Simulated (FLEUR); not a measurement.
Nd:

```
Nd
1.0
     3.65700    0.00000    0.00000
    -1.82850    3.16705    0.00000
     0.00000    0.00000    5.90200
Nd
2
Direct
  0.66667 0.33333 0.75000
  0.33333 0.66667 0.25000
```

This isn't the form of Nd at room conditions, which is double hcp.

Base run:

| Quantity | Value |
| --- | --- |
| Program | FLEUR MaX-R8.1 (later development tree) |
| Functional | BLYP |
| Potentials or basis | all-electron |
| Basis | FLAPW |
| Kmax | 4.1 1/bohr |
| k mesh | 8 × 8 × 5 |
| Occupations | fermi-dirac, width 0.05 eV |
| Spin | collinear spin, ferromagnetic start |
| Starting moments | [3.0, 3.0] μB |

Its results: net moment 7.92 μB per cell; site moments Nd +3.54 μB.

The run is repeated on the same cell with these changes: functional from BLYP to PBE. What comes out?

Net moment 8.13 μB per cell; site moments Nd +3.57 μB.

Caveats: the magnetic or orbital state may not be the lowest.
